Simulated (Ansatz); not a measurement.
# Li: the cost of one run

Method: DFT PBE, plane waves, PAW, scalar-relativistic, no spin polarisation, in Ansatz 0.2.0.

## (1) Starting point

The cell holds 17 atoms (Li17): a = 6.980 Å, b = 6.045 Å, c = 20.403 Å, α = 90.00°, β = 90.00°, γ = 54.74°.

Its coordinates follow in the input file.

## (2) Preparing the start

input.yaml reads:

```yaml
crystal:
  lattice:
    - [6.98, 0.0, 0.0]
    - [3.49, 4.935605, 0.0]
    - [0.0, 0.0, 20.403408]
  atoms:
    - { symbol: Li, position: [-0.25, 0.5, 0.0490114] }
    - { symbol: Li, position: [0.25, 0.5, 0.0490114] }
    - { symbol: Li, position: [-0.25, 1.0, 0.0490114] }
    - { symbol: Li, position: [0.25, 1.0, 0.0490114] }
    - { symbol: Li, position: [0.0, 0.0, 0.1699619] }
    - { symbol: Li, position: [0.5, 0.0, 0.1699619] }
    - { symbol: Li, position: [0.0, 0.5, 0.1699619] }
    - { symbol: Li, position: [0.5, 0.5, 0.1699619] }
    - { symbol: Li, position: [-0.25, 0.5, 0.2909124] }
    - { symbol: Li, position: [0.25, 0.5, 0.2909124] }
    - { symbol: Li, position: [-0.25, 1.0, 0.2909124] }
    - { symbol: Li, position: [0.25, 1.0, 0.2909124] }
    - { symbol: Li, position: [0.0, 0.0, 0.411863] }
    - { symbol: Li, position: [0.5, 0.0, 0.411863] }
    - { symbol: Li, position: [0.0, 0.5, 0.411863] }
    - { symbol: Li, position: [0.5, 0.5, 0.411863] }
    - { symbol: Li, position: [0.332194, 0.8543529, 0.5084155] }
basis:
  ecutwfc: 420.0
kpoints:
  mp_grid: { grid: [2, 2, 1] }
hamiltonian:
  xc: pbe
scf:
  occupations: { method: fermi_dirac, width: 0.05 }
  lower_state_search: "off"
relax:
  f_tol: 0.08
  max_steps: 25
  adjacent_minimum: "off"
  constraints: [{ sites: [0, 1, 2, 3] }]
```

The run is started by

```bash
$ ansatz run input.yaml --threads 1 --pin off --max-ram 3072MiB --backend cpu --events-out ev --progress --plain --runs-dir out
```

**Question.** How long does this run take on 1 thread of Arm Neoverse V2, shared host, and how much memory does it need?

About 29 s, with a peak of 0.62 GiB.
